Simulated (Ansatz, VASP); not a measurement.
## Two plane-wave programs on CdS

Contents of INCAR:

```
SYSTEM = CdS
ALGO = Normal
EDIFF = 1E-6
ENCUT = 520
GGA = PE
ISIF = 2
ISMEAR = -1
LASPH = .True.
LCHARG = .False.
LREAL = .False.
LWAVE = .False.
NBANDS = 16
NELM = 80
PREC = Accurate
SIGMA = 0.02
```

File KPOINTS:

```
k-points
0
Gamma
  8 8 8
  0 0 0
```

File POSCAR:

```
CdS
1.0
    0.0000000000      2.7813120763      2.6847339690
    2.7813120763      0.0000000000      2.6847339690
    2.7813120763      2.7813120763      0.0000000000
Cd S
1 1
Direct
    0.0000000000      0.0000000000      0.0000000000
    0.5000000000      0.5000000000      0.5000000000
```

Input for Ansatz:

```yaml
crystal:
  lattice:
    - [0.0, 2.7813120763, 2.684733969]
    - [2.7813120763, 0.0, 2.684733969]
    - [2.7813120763, 2.7813120763, 0.0]
  atoms:
    - { symbol: Cd, position: [0.0, 0.0, 0.0] }
    - { symbol: S, position: [0.5, 0.5, 0.5] }
kpoints:
  mp_grid: { grid: [8, 8, 8] }
  band_path:
    path:
      - [0.0, 0.0, 0.0]
      - [0.5, 0.0, 0.5]
      - [0.625, 0.25, 0.625]
      - [0.375, 0.375, 0.75]
      - [0.5, 0.5, 0.5]
      - [0.5, 0.25, 0.75]
      - [0.0, 0.0, 0.5]
      - [0.5, 0.5, 0.0]
    npoints: 1
hamiltonian:
  xc: pbe
scf:
  occupations: { method: fermi_dirac, width: 0.02 }
  n_extra_bands: 4
output:
  forces: true
  stress: true
  eigenvalues: true
```

Change from the starting cell: epitaxial_xy strain +2.0%.

Alike in both runs: task single point; functional PBE; k mesh 8 × 8 × 8; occupations fermi-dirac, width 0.02 eV; no spin polarisation.

|  | VASP | Ansatz |
| --- | --- | --- |
| version | VASP 6.6.1 | Ansatz 0.2.0 |
| potentials or method | VASP PAW PBE potentials, release 64 (Cd, S) | plane waves, PAW |
| plane-wave cutoff (eV) | 520 | 420 |
| valence electrons in the cell | 18 | 26 |

|  | VASP | Ansatz | Ansatz less VASP |
| --- | --- | --- | --- |
| pressure (GPa) | 0.4 | 0.1 | -0.37 |
| largest component of the traceless stress (GPa) | 1.77 | 1.69 | -0.081 |

The functional is the same, so the differences come from potentials, cutoffs and numerics. The two sets of potentials don't hold the same shells in valence.
